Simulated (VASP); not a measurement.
Wanted: the native input for a VASP 6.6.1 run.

| Quantity | Value |
| --- | --- |
| Task | relaxation of the atoms |
| Functional | PBE |
| Dispersion | D3(BJ) |
| Potentials or basis | VASP PAW PBE potentials, release 64 (O, C, H) |
| Cutoff | 400 eV |
| k mesh | 1 × 1 × 1 |
| Occupations | gaussian, width 0.01 eV |
| Spin | no spin polarisation |
| Atoms held fixed (from 0) | [0] |
| Further INCAR settings | ALGO = Fast; EDIFF = 1e-06; ISYM = 0; IBRION = 2; EDIFFG = -0.03; NSW = 120 |

The structure of OCH4 lies in POSCAR:

```
H4CO
1.0
   12.7722774153      0.0000000000      0.0000000000
    0.0000000000     13.2722774153      0.0000000000
    0.0000000000      0.0000000000     13.7722774153
O C H
1 1 4
Selective dynamics
Direct
    0.5814554605      0.4957380618      0.4800698288  F F F
    0.4726164915      0.4982752133      0.4953260245  T T T
    0.6154514724      0.5344161582      0.5301120607  T T T
    0.4510817389      0.4650983513      0.5653666830  T T T
    0.4375444835      0.4538471164      0.4374092043  T T T
    0.4418503532      0.5752286048      0.4917161987  T T T
```

The input as run:

INCAR

```
PREC = Accurate
ENCUT = 400
EDIFF = 1E-6
ISMEAR = 0
SIGMA = 0.01
LREAL = F
LASPH = T
NELM = 80
ALGO = Fast
ISIF = 2
LWAVE = F
LCHARG = F
GGA = PE
IVDW = 12
IBRION = 2
NSW = 120
EDIFFG = -0.03
ISYM = 0
```

KPOINTS

```
regular mesh
0
Gamma
  1 1 1
```

Potentials or basis: VASP PAW PBE potentials, release 64 (O, C, H).

Launch:

```console
$ cat potpaw_PBE.64/O/POTCAR potpaw_PBE.64/C/POTCAR potpaw_PBE.64/H/POTCAR > POTCAR
$ mpirun -np 4 vasp_gam > vasp.out
```

Results of the run:

- Energy gained by relaxing: 3.0 meV/atom
- Ionic steps: 10
- Gap between the frontier levels: 5.57 eV
- Dispersion energy per atom: -0.009 eV

It took 72 s on 4 MPI ranks on Intel(R) Xeon(R) 6975P-C (Granite Rapids), on a shared host, peak memory 0.48 GiB a rank.
